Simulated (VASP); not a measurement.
# TiO2 (Anatase) (I4_1/amd) in VASP: a series of runs

One crystal, TiO2 (Anatase), is run at these levels: PBE+D3(BJ), PBEsol; tasks: relaxation of cell and atoms.

Program: VASP 6.6.1. These are calculated values, not measurements. Logs are shortened: lines on timing, memory, paths and dates and some standing lists are left out, and cuts for length are marked.

**1. Starting point**

Symmetry: I4_1/amd, No. 141, tetragonal system. Conventional cell: a = 3.784 Å, b = 3.784 Å, c = 9.515 Å, α = 90.00°, β = 90.00°, γ = 90.00°. Ti (site symmetry -4m2) is surrounded by 6 O at 1.93 to 1.98 Å. Around O (site symmetry 2mm) lie 3 Ti at 1.93 to 1.98 Å.

**2. Relaxation of cell and atoms, PBE+D3(BJ)**

INCAR

```
  PREC = Accurate
  ENCUT = 600
  EDIFF = 1E-6
  ISMEAR = 0
  SIGMA = 0.03
  LREAL = F
  LASPH = T
  NELM = 80
  ALGO = Normal
  ISIF = 3
  LWAVE = F
  LCHARG = F
  GGA = PE
  IVDW = 12
  IBRION = 2
  NSW = 90
  EDIFFG = -0.01
  KPAR = 2
```

KPOINTS

```
regular mesh
0
Gamma
  10 10 10
```

POSCAR

```
TiO2
1.0
   -1.8921000000      1.8921000000      4.7573000000
    1.8921000000     -1.8921000000      4.7573000000
    1.8921000000      1.8921000000     -4.7573000000
Ti O
2 4
Direct
    0.0000000000      0.0000000000      0.0000000000
    0.7500000000      0.2500000000      0.5000000000
    0.2081000000      0.2081000000      0.0000000000
    0.9581000000      0.4581000000      0.5000000000
    0.5419000000      0.0419000000      0.5000000000
    0.7919000000      0.7919000000      0.0000000000
```

Potentials or basis: VASP PAW PBE potentials, release 64 (Ti_sv, O).

Command:

```
> cat potpaw_PBE.64/Ti_sv/POTCAR potpaw_PBE.64/O/POTCAR > POTCAR
> mpirun -np 2 vasp_std > vasp.out
```

OUTCAR:

```text
PREC = Accurate
   ENCUT = 600
   EDIFF = 1E-6
   ISMEAR = 0
   LREAL = F
   LASPH = T
   NELM = 80
   ISIF = 3
   GGA = PE
   IVDW = 12
   IBRION = 2
   NSW = 90
   EDIFFG = -0.01
 IVDW          = 12

 ion  position               nearest neighbor table
   1  0.000  0.000  0.000-   5 1.93   4 1.93   5 1.93   4 1.93   3 1.98   6 1.98
   2  0.750  0.250  0.500-   6 1.93   3 1.93   6 1.93   3 1.93   4 1.98   5 1.98
   3  0.208  0.208  0.000-   2 1.93   2 1.93   1 1.98
   4  0.958  0.458  0.500-   1 1.93   1 1.93   2 1.98
   5  0.542  0.042  0.500-   1 1.93   1 1.93   2 1.98
   6  0.792  0.792  0.000-   2 1.93   2 1.93   1 1.98

  LATTYP: Found a body centered tetragonal cell.
 ALAT       =     3.7842000000
 C/A-ratio  =     2.5142962846

  Lattice vectors:

 A1 = (  -1.8921000000,   1.8921000000,   4.7573000000)
 A2 = (   1.8921000000,  -1.8921000000,   4.7573000000)
 A3 = (   1.8921000000,   1.8921000000,  -4.7573000000)

Analysis of symmetry for initial positions (statically):
=====================================================================
 Subroutine PRICEL returns:
 Original cell was already a primitive cell.

 Routine SETGRP: Setting up the symmetry group for a
 body centered tetragonal supercell.

 Subroutine GETGRP returns: Found 16 space group operations
 (whereof  8 operations were pure point group operations)
 out of a pool of 16 trial point group operations.

The static configuration has the point symmetry D_2d.
 The point group associated with its full space group is D_4h.

Analysis of symmetry for dynamics (positions and initial velocities):
=====================================================================
 Subroutine PRICEL returns:
 Original cell was already a primitive cell.

 Routine SETGRP: Setting up the symmetry group for a
 body centered tetragonal supercell.

 Subroutine GETGRP returns: Found 16 space group operations
 (whereof  8 operations were pure point group operations)
 out of a pool of 16 trial point group operations.

The dynamic configuration has the point symmetry D_2d.
 The point group associated with its full space group is D_4h.

 Subroutine INISYM returns: Found 16 space group operations
 (whereof  8 operations are pure point group operations),
 and found     1 'primitive' translations

----------------------------------------------------------------------------------------

                                     Primitive cell

  volume of cell :      68.1253

  direct lattice vectors                    reciprocal lattice vectors
    -1.892100000  1.892100000  4.757300000     0.000000000  0.264256646  0.105101633
     1.892100000 -1.892100000  4.757300000     0.264256646  0.000000000  0.105101633
     1.892100000  1.892100000 -4.757300000     0.264256646  0.264256646  0.000000000

  length of vectors
     5.458203744  5.458203744  5.458203744     0.284390450  0.284390450  0.373715333

  position of ions in fractional coordinates (direct lattice)
     0.000000000  0.000000000  0.000000000
     0.750000000  0.250000000  0.500000000
     0.208100000  0.208100000  0.000000000
     0.958100000  0.458100000  0.500000000
     0.541900000  0.041900000  0.500000000
     0.791900000  0.791900000  0.000000000

  ion indices of the primitive-cell ions
   primitive index   ion index
                 1           1
                 2           2
                 3           3
                 4           4
                 5           5
                 6           6

----------------------------------------------------------------------------------------

 KPOINTS: regular mesh

Automatic generation of k-mesh.
 Grid dimensions read from file:
 generate k-points for:   10   10   10

 Generating k-lattice:

  Cartesian coordinates                     Fractional coordinates (reciprocal lattice)
     0.000000000  0.026425665  0.010510163     0.100000000  0.000000000  0.000000000
     0.026425665  0.000000000  0.010510163     0.000000000  0.100000000  0.000000000
     0.026425665  0.026425665  0.000000000     0.000000000  0.000000000  0.100000000

  Length of vectors
     0.028439045  0.028439045  0.037371533

  Shift w.r.t. Gamma in fractional coordinates (k-lattice)
     0.000000000  0.000000000  0.000000000

 Subroutine IBZKPT returns following result:
 ===========================================

 Found    102 irreducible k-points:

 Following reciprocal coordinates:
            Coordinates               Weight
  0.000000  0.000000  0.000000      1.000000
  0.100000 -0.000000  0.000000      8.000000
  0.200000 -0.000000  0.000000      8.000000
  0.300000 -0.000000  0.000000      8.000000
  0.400000  0.000000  0.000000      8.000000
  0.500000  0.000000  0.000000      4.000000
[... 16 lines left out ...]
  0.300000  0.300000  0.000000      8.000000
  0.400000  0.300000  0.000000     16.000000
 [... further k-points ...]
   k-points           NKPTS =    102   k-points in BZ     NKDIM =    102   number of bands    NBANDS=     28
   number of dos      NEDOS =    301   number of ions     NIONS =      6
   total plane-waves  NPLWV = 110592
   dimension x,y,z NGX =    48 NGY =   48 NGZ =   48
   dimension x,y,z NGXF=    96 NGYF=   96 NGZF=   96
   ions per type =               2   4
   NGX,Y,Z   is equivalent  to a cutoff of  14.62, 14.62, 14.62 a.u.
   NGXF,Y,Z  is equivalent  to a cutoff of  29.24, 29.24, 29.24 a.u.
 SYSTEM =  unknown system
   PREC   = accura    normal or accurate (medium, high low for compatibility)
   ISTART =      0    job   : 0-new  1-cont  2-samecut
   ICHARG =      2    charge: 1-file 2-atom 10-const
   ISPIN  =      1    spin polarized calculation?
   LNONCOLLINEAR =      F non collinear calculations
   LSORBIT =      F    spin-orbit coupling
   LASPH  =      T    aspherical Exc in radial PAW
   ENCUT  =  600.0 eV  44.10 Ry    6.64 a.u.  10.90 10.90 10.90*2*pi/ulx,y,z
   NELM   =     80;   NELMIN=  2; NELMDL= -5     # of ELM steps
   EDIFF  = 0.1E-05   stopping-criterion for ELM
   LREAL  =      F    real-space projection
   EDIFFG = -.1E-01   stopping-criterion for IOM
   NSW    =     90    number of steps for IOM
   IBRION =      2    ionic relax: 0-MD 1-quasi-New 2-CG
   NFREE  =      1    steps in history (QN), initial steepest desc. (CG)
   ISIF   =      3    stress and relaxation
   ISYM   =      2    0-nonsym 1-usesym 2-fastsym
   POTIM  = 0.5000    time-step for ionic-motion
   TEBEG  =    0.0;   TEEND  =   0.0 temperature during run
   PSTRESS=    0.0 pullay stress
   NELECT =      48.0000    total number of electrons
   NUPDOWN=      -1.0000    fix difference up-down
   EMIN   =  10.00;   EMAX   =-10.00  energy-range for DOS
   EFERMI =   0.00;   METHOD = LEGACY
   ISMEAR =     0;   SIGMA  =   0.03  broadening in eV -4-tet -1-fermi 0-gaus
   EFERMI_NEDOS =   21; number of points for ismear=-14 and -15
   IALGO  =     38    algorithm
   IMIX   =      4    mixing-type and parameters
     AMIX     =   0.40;   BMIX     =  1.00
     AMIX_MAG =   1.60;   BMIX_MAG =  1.00
  volume/ion in A,a.u.               =      11.35        76.62
  Fermi-wavevector in a.u.,A,eV,Ry     =   1.456752  2.752862 28.873289  2.122127
  Thomas-Fermi vector in A             =   2.573634
   LORBIT       =      0    0 simple, 1 ext, 2 COOP (PROOUT), +10 PAW based schemes
   GGA     = PE    functional components
   LHFCALC =     F    Hartree Fock is set to
   AEXX    =    0.0000 exact exchange contribution
   IVDW    =    12    specifies the selected vdW correction
   LEPSILON=     F    determine dielectric tensor
   LRPA    =     F    only Hartree local field effects (RPA)
 conjugate gradient relaxation of ions
 non-spin polarized calculation
 Gauss-broadening in eV      SIGMA  =   0.03
  energy-cutoff  :      600.00
  volume of cell :       68.13
 maximum number of plane-waves:      2300
 NGX is ok and might be reduce to    48
   NGX = 21   NGY = 21   NGZ = 21

--------------------------------------- Ionic step        1  -------------------------------------------

 number of electron      47.9999997 magnetization

 Free energy of the ion-electron system (eV)
  ---------------------------------------------------
  ext. energy  EPLUGINS =         0.00000000
  ---------------------------------------------------
  free energy    TOTEN  =       -53.83472548 eV

  energy without entropy =      -53.83472548  energy(sigma->0) =      -53.83472548

------------------------ aborting loop because EDIFF is reached ----------------------------------------

 Edisp (eV)   -1.35559

 E8    (eV) :    -0.5387

  FORCE on cell =-STRESS in cart. coord.  units (eV):
  Direction    XX          YY          ZZ          XY          YZ          ZX
  --------------------------------------------------------------------------------------
  -------------------------------------------------------------------------------------
  Total       0.74130     0.74130     1.35683     0.00000     0.00000     0.00000
  in kB      17.43398    17.43398    31.91012     0.00000     0.00000     0.00000
  external pressure =       22.26 kB  Pullay stress =        0.00 kB

 VOLUME and BASIS-vectors are now :
 -----------------------------------------------------------------------------
  energy-cutoff  :      600.00
  volume of cell :       68.13
      direct lattice vectors                 reciprocal lattice vectors
    -1.892100000  1.892100000  4.757300000     0.000000000  0.264256646  0.105101633
     1.892100000 -1.892100000  4.757300000     0.264256646  0.000000000  0.105101633
     1.892100000  1.892100000 -4.757300000     0.264256646  0.264256646  0.000000000
[... 89 lines left out ...]
 POSITION                                       TOTAL-FORCE (eV/Angst)
 -----------------------------------------------------------------------------------
      0.00000      0.00000      0.00000         0.000000      0.000000     -0.000000
      0.00000      1.89686      2.38960         0.000000      0.000000     -0.000000
      0.00000      0.00000      1.99179        -0.000000      0.000000      0.005479
     -0.00000      1.89686      4.38139         0.000000     -0.000000      0.005479
      0.00000      1.89686      0.39781         0.000000     -0.000000     -0.005479
      0.00000      0.00000      7.56660        -0.000000      0.000000     -0.005479
 -----------------------------------------------------------------------------------
    total drift:                               -0.000000     -0.000000      0.000000

  FREE ENERGIE OF THE ION-ELECTRON SYSTEM (eV)
  ---------------------------------------------------
  free  energy   TOTEN  =       -55.1958489606 eV

  energy  without entropy=      -55.1958489606  energy(sigma->0) =      -55.19584896

--------------------------------------- Ionic step        4  -------------------------------------------

 number of electron      47.9999998 magnetization

 Free energy of the ion-electron system (eV)
  ---------------------------------------------------
  ext. energy  EPLUGINS =         0.00000000
  ---------------------------------------------------
  free energy    TOTEN  =       -53.85359060 eV

  energy without entropy =      -53.85359060  energy(sigma->0) =      -53.85359060

 E-fermi :   3.4504     XC(G=0): -10.6918

 val. band max:        3.3215170991   @ k =  -0.4000   0.4000   0.0000
 cond. band min:       5.4063032928   @ k =   0.0000   0.0000   0.0000
 fundamental gap:      2.0847861937
 Fermi energy:         3.4504302962

 k-point     1 :       0.0000    0.0000    0.0000
  band No.  band energies     occupation
      1     -53.1148      2.00000
      2     -53.0575      2.00000
      3     -29.5646      2.00000
      4     -29.3351      2.00000
      5     -29.3351      2.00000
      6     -29.2668      2.00000
[... 20 lines left out ...]
     27       7.2375      0.00000
[... 691 lines left out ...]
      6     -29.3491      2.00000
[... 20 lines left out ...]
     27       6.8268      0.00000
     28       6.9577      0.00000

 [... further k-points ...]

------------------------ aborting loop because EDIFF is reached ----------------------------------------

 Edisp (eV)   -1.34232

 E8    (eV) :    -0.5333

  FORCE on cell =-STRESS in cart. coord.  units (eV):
  Direction    XX          YY          ZZ          XY          YZ          ZX
  --------------------------------------------------------------------------------------
  -------------------------------------------------------------------------------------
  Total      -0.01338    -0.01338     0.02789     0.00000    -0.00000     0.00000
  in kB      -0.31190    -0.31190     0.64995     0.00000    -0.00000     0.00000
  external pressure =        0.01 kB  Pullay stress =        0.00 kB

 VOLUME and BASIS-vectors are now :
 -----------------------------------------------------------------------------
  energy-cutoff  :      600.00
  volume of cell :       68.75
      direct lattice vectors                 reciprocal lattice vectors
    -1.895900810  1.895900810  4.781761751     0.000000000  0.263726877  0.104563972
     1.895900810 -1.895900810  4.781761751     0.263726877  0.000000000  0.104563972
     1.895900810  1.895900810 -4.781761751     0.263726877  0.263726877  0.000000000

 POSITION                                       TOTAL-FORCE (eV/Angst)
 -----------------------------------------------------------------------------------
      0.00000      0.00000      9.56352         0.000000      0.000000      0.000000
      0.00000      1.89590      2.39088         0.000000      0.000000     -0.000000
      0.00000      0.00000      1.99313         0.000000      0.000000     -0.008350
      0.00000      1.89590      4.38401        -0.000000     -0.000000     -0.008350
      0.00000      1.89590      0.39775        -0.000000     -0.000000      0.008350
      1.89590      1.89590      2.78863        -0.000000     -0.000000      0.008350
 -----------------------------------------------------------------------------------
    total drift:                               -0.000000     -0.000000      0.000000

  FREE ENERGIE OF THE ION-ELECTRON SYSTEM (eV)
  ---------------------------------------------------
  free  energy   TOTEN  =       -55.1959071714 eV

  energy  without entropy=      -55.1959071714  energy(sigma->0) =      -55.19590717

 reached required accuracy - stopping structural energy minimisation
```

Wall time 9.3 min (2 MPI ranks of Intel Xeon Platinum 8488C (Sapphire Rapids), shared host); peak memory 0.46 GiB.

What came out:

| Item | Value |
| --- | --- |
| Free energy | -55.1959 eV |
| Relaxed volume | 11.46 Å³/atom |
| Relaxed cell | a = 5.482 Å, b = 5.482 Å, c = 5.482 Å, α = 139.53°, β = 139.53°, γ = 58.56° |
| Space group after relaxing (to 0.05 Å) | I4_1/amd (No. 141) |
| Energy gained by relaxing | 0.9 meV/atom |
| Ionic steps | 4 |
| Pressure after relaxing | 0.0 GPa |
| Largest force after relaxing | 0.008 eV/Å |
| Band gap on the k mesh | 2.08 eV, indirect (least direct gap 2.43 eV) |
| Dispersion energy per atom | -0.224 eV |

Forces in eV/Å, atoms in the order of the input:
```
Ti   0.000  0.000  0.000
Ti   0.000  0.000  0.000
O    0.000  0.000 -0.008
O    0.000  0.000 -0.008
O    0.000  0.000  0.008
O    0.000  0.000  0.008
```

Stress tensor (GPa, compression positive):
```
-0.03  0.00  0.00
 0.00 -0.03  0.00
 0.00  0.00  0.06
```

Step by step:
```
step  energy change (eV)  largest force (eV/Å)  pressure (GPa)  volume (Å³)
   1              0.0000                0.1297            2.23        68.13
   2              0.0045                0.1499           -2.96        69.69
   3             -0.0055                0.0055           -0.06        68.78
   4             -0.0056                0.0083            0.00        68.75
```

Final structure:
```
Ti O
1.0
    -1.89590    1.89590    4.78176
     1.89590   -1.89590    4.78176
     1.89590    1.89590   -4.78176
Ti O
2 4
Direct
  0.00000 0.00000 0.00000
  0.75000 0.25000 0.50000
  0.20841 0.20841 0.00000
  0.95841 0.45841 0.50000
  0.54159 0.04159 0.50000
  0.79159 0.79159 0.00000
```

**3. Relaxation of cell and atoms, PBE+D3(BJ)**

This run uses another cell than the first one, of 11.46 Å³/atom, 1.009 times its volume.

Changes to INCAR since step 2:

```diff
@@ -2,3 +2,3 @@
   ENCUT = 600
-  EDIFF = 1E-6
+  EDIFF = 1E-7
   ISMEAR = 0
@@ -16,3 +16,3 @@
   NSW = 90
-  EDIFFG = -0.01
+  EDIFFG = -0.005
   KPAR = 2
```

KPOINTS is that of step 2.

POSCAR

```
TiO2                                    
1.0
   -1.8959008096      1.8959008096      4.7817617513
    1.8959008096     -1.8959008096      4.7817617513
    1.8959008096      1.8959008096     -4.7817617513
  Ti              O             
     2     4
Direct
     1.0000000000000000    1.0000000000000000    0.0000000000000000
     0.7500000000000000    0.2500000000000000    0.5000000000000000
     0.2084094268783873    0.2084094268783873    0.0000000000000000
     0.9584094268783874    0.4584094268783874    0.5000000000000000
     0.5415905731216126    0.0415905731216126    0.5000000000000000
     0.7915905731216126    0.7915905731216126    1.0000000000000000
```

Potentials or basis: VASP PAW PBE potentials, release 64 (Ti_sv, O).

Command:

```
> cat potpaw_PBE.64/Ti_sv/POTCAR potpaw_PBE.64/O/POTCAR > POTCAR
> mpirun -np 2 vasp_std > vasp.out
```

Wall time 7.7 min (2 MPI ranks of Intel Xeon Platinum 8488C (Sapphire Rapids), shared host); peak memory 0.46 GiB.

It converged, with:

```
Free energy                            : -55.1976 eV
Relaxed volume                         : 11.46 Å³/atom
Relaxed cell                           : a = 5.485 Å, b = 5.485 Å, c = 5.485 Å, α = 139.57°, β = 139.57°, γ = 58.51°
Space group after relaxing (to 0.05 Å) : I4_1/amd (No. 141)
Energy gained by relaxing              : 0.0 meV/atom
Ionic steps                            : 5
Pressure after relaxing                : 0.0 GPa
Band gap on the k mesh                 : 2.09 eV, indirect (least direct gap 2.43 eV)
Dispersion energy per atom             : -0.224 eV
```

Stress tensor (GPa, compression positive):
```
-0.05  0.00  0.00
 0.00 -0.05  0.00
 0.00  0.00  0.04
```

Final structure:
```yaml
crystal:
  lattice:
    - [-1.89559, 1.89559, 4.78570]
    - [1.89559, -1.89559, 4.78570]
    - [1.89559, 1.89559, -4.78570]
  atoms:
    - { symbol: Ti, position: [0.00000, 0.00000, 0.00000] }
    - { symbol: Ti, position: [0.75000, 0.25000, 0.50000] }
    - { symbol: O, position: [0.20823, 0.20823, 0.00000] }
    - { symbol: O, position: [0.95823, 0.45823, 0.50000] }
    - { symbol: O, position: [0.54177, 0.04177, 0.50000] }
    - { symbol: O, position: [0.79177, 0.79177, 0.00000] }
```

Levels at points of the mesh, in eV from the valence-band top:
```csv
k point,band 22,band 23,band 24,band 25,band 26,band 27
"(0.00, 0.00, 0.00)",-0.78,-0.46,-0.46,2.09,2.80,3.93
"(0.50, 0.00, 0.00)",-0.94,-0.86,-0.64,3.20,3.50,3.51
"(0.50, 0.50, 0.00)",-2.06,-0.03,-0.03,3.29,3.29,3.76
"(0.50, 0.50, 0.50)",-1.27,-0.13,-0.13,2.44,2.44,3.71
```

A k mesh can miss the band edges.

[end of part 1 of 2]
